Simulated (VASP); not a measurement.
Input of a VASP 6.6.1 run:

File INCAR:

```
ALGO = Normal ; EDIFF = 1E-6
EDIFFG = -0.01 ; ENCUT = 600
GGA = PS ; IBRION = 2
ISIF = 3 ; ISMEAR = 0
KPAR = 4 ; LASPH = True
LCHARG = False ; LREAL = False
LWAVE = False ; NELM = 80
NSW = 90 ; PREC = Accurate
SIGMA = 0.03
```

File KPOINTS:

```
k-points
0
Gamma
  6 6 6
```

POSCAR

```
HfO2
1.0
    5.1180000000      0.0000000000      0.0000000000
    0.0000000000      5.1857000000      0.0000000000
   -0.8586630598      0.0000000000      5.2138671406
Hf O
4 8
Direct
    0.2755000000      0.0397000000      0.2080000000
    0.7245000000      0.5397000000      0.2920000000
    0.7245000000      0.9603000000      0.7920000000
    0.2755000000      0.4603000000      0.7080000000
    0.4487000000      0.7581000000      0.4801000000
    0.5513000000      0.2581000000      0.0199000000
    0.5513000000      0.2419000000      0.5199000000
    0.4487000000      0.7419000000      0.9801000000
    0.0742000000      0.3316000000      0.3467000000
    0.9258000000      0.8316000000      0.1533000000
    0.9258000000      0.6684000000      0.6533000000
    0.0742000000      0.1684000000      0.8467000000
```

Potentials or basis: VASP PAW PBE potentials, release 64 (Hf_pv, O).

Launch:

```bash
$ cat potpaw_PBE.64/Hf_pv/POTCAR potpaw_PBE.64/O/POTCAR > POTCAR
$ mpirun -np 4 vasp_std > vasp.out
```

(1) Estimate the band gap on the k mesh.

(2) Predict the space group after relaxing (to 0.05 Å).

Results:

(1) 3.96 eV, indirect (least direct gap 4.06 eV).

(2) P2_1/c (No. 14).

Caveat: spin-orbit coupling is left out, which moves the levels of the heavy elements.
